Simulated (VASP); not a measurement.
Wanted: the native input for a VASP 6.6.1 run.

* Task: single point
* Functional: BLYP
* Potentials or basis: VASP PAW PBE potentials, release 64 (P)
* Cutoff: 520 eV
* k mesh: 16 × 16 × 16
* Occupations: fermi-dirac, width 0.1 eV
* Spin: no spin polarisation
* Dipole correction: no
* Further INCAR settings: ALGO = Normal; EDIFF = 1e-07; NBANDS = 8

The structure of P lies in POSCAR:

```
P
1.0
   -1.5749053455      1.5749053455      1.5749053455
    1.5749053455     -1.5749053455      1.5749053455
    1.5749053455      1.5749053455     -1.5749053455
P
1
Direct
    0.0000000000      0.0000000000      0.0000000000
```

This isn't the form of P at room conditions, which is orthorhombic.

These files were run (other wordings do the same):

INCAR

```
SYSTEM = P
AGGAC = 1.0
AGGAX = 1.0
ALDAC = 0.0
ALDAX = 1.0
ALGO = Normal
EDIFF = 1E-7
ENCUT = 520
GGA = B5
ISIF = 2
ISMEAR = -1
LASPH = .TRUE.
LCHARG = .FALSE.
LREAL = .FALSE.
LWAVE = .FALSE.
NBANDS = 8
NELM = 80
PREC = Accurate
SIGMA = 0.1
```

KPOINTS

```
k-points
0
G
  16 16 16
  0 0 0
```

Potentials or basis: VASP PAW PBE potentials, release 64 (P).

The run is started by

```console
$ cat potpaw_PBE.64/P/POTCAR > POTCAR
$ mpirun -np 1 vasp_std > vasp.out
```

It gave:

```json
{
 "Pressure": "3.3 GPa",
 "Band gap on the k mesh": "none (metal or under the smearing width)"
}
```

Caveat: the PAW data sets were made with another functional, which shifts forces and pressure a little.

Wall time 6 s on 1 thread of Intel(R) Xeon(R) 6975P-C (Granite Rapids) (shared host), peak memory 0.13 GiB.
